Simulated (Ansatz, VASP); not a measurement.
## PbO (Litharge): VASP beside Ansatz

```
Pb O
1.0
     4.03438    0.00000    0.00000
     0.00000    4.03438    0.00000
     0.00000    0.00000    4.99322
Pb O
2 2
Direct
  0.00000 0.50000 0.23775
  0.50000 0.00000 0.76225
  0.00000 0.00000 0.00000
  0.50000 0.50000 0.00000
```

Alike in both runs: functional PBE; dispersion D3(BJ); k mesh 8 × 8 × 6; occupations gaussian, width 0.02 eV; no spin polarisation.

Ansatz relaxed the structure, and its values are those at the end. VASP's run is a single point on that final structure, the one shown.

|  | VASP | Ansatz |
| --- | --- | --- |
| version | VASP 6.6.1 | Ansatz 0.2.0 |
| potentials or method | VASP PAW PBE potentials, release 64 (Pb_d, O) | scalar-relativistic, plane waves, PAW |
| plane-wave cutoff (eV) | 520 | 420 |
| valence electrons in the cell | 40 | 40 |

|  | VASP | Ansatz | Ansatz less VASP |
| --- | --- | --- | --- |
| gap on the k mesh at the Fermi level (eV) | 1.27 | 1.27 | -0.006 |
| least direct gap on the mesh (eV) | 2.19 | 2.18 | -0.001 |
| pressure (GPa) | 0.1 | 0.0 | -0.08 |
| rms of the force components (eV/Å) | 0.016 | 0.000 | -0.0157 |

Ansatz warned: «relaxed_geometry_near_dispersion_switch».

Caveats: spin-orbit coupling is left out, which as a rule narrows the gap of such compounds by several tenths of an eV. A k mesh can miss the band edges.
